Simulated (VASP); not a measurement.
Write the native input for VASP 6.6.1 that does the following.

* Task: relaxation of the atoms
* Functional: LDA
* Potentials or basis: VASP PAW LDA potentials, release 64 (Al)
* Cutoff: 520 eV
* k mesh: 14 × 10 × 1
* Occupations: methfessel-paxton, width 0.1 eV
* Spin: no spin polarisation
* Dipole correction: yes
* Further INCAR settings: ALGO = Normal; EDIFF = 1e-06; IBRION = 2; EDIFFG = -0.02; NSW = 80

The structure of Al lies in POSCAR:

```
Al
1.0
    2.8174514100      0.0000000000      0.0000000000
    0.0000000000      3.9844780000      0.0000000000
    0.0000000000      0.0000000000     27.6785313600
Al
10
Direct
    0.5000000000      0.5000000000      0.2709681300
    0.0000000000      0.0000000000      0.3218641000
    0.5000000000      0.5000000000      0.3727600700
    0.0000000000      0.0000000000      0.4236560400
    0.5000000000      0.5000000000      0.4745520100
    0.0000000000      0.0000000000      0.5254479900
    0.5000000000      0.5000000000      0.5763439600
    0.0000000000      0.0000000000      0.6272399300
    0.5000000000      0.5000000000      0.6781359000
    0.0000000000      0.0000000000      0.7290318700
```

The slab is cut from a database's or a generator's crystal, which needn't be the stable form of the element.

One way to write it, as run:

INCAR

```
ALGO = Normal
DIPOL = 0.5 0.5 0.500
EDIFF = 1E-6
EDIFFG = -0.02
ENCUT = 520
GGA = CA
IBRION = 2
IDIPOL = 3
ISIF = 2
ISMEAR = 1
KPAR = 4
LASPH = T
LCHARG = F
LDIPOL = T
LREAL = F
LWAVE = F
NELM = 80
NSW = 80
PREC = Accurate
SIGMA = 0.1
```

KPOINTS

```
k-points
0
Gamma
  14 10 1
```

Potentials or basis: VASP PAW LDA potentials, release 64 (Al).

Run with:

```sh
$ cat potpaw_LDA.64/Al/POTCAR > POTCAR
$ mpirun -np 4 vasp_std > vasp.out
```

It gave:

```
Energy gained by relaxing    : 2.5 meV/atom
Ionic steps                  : 6
Largest force after relaxing : 0.017 eV/Å
Band gap on the k mesh       : none (metal or under the smearing width)
```

It took 3.2 min on 4 MPI ranks on AMD EPYC 9R45 (Zen 5), with other jobs on the host, peak memory 0.43 GiB a rank.
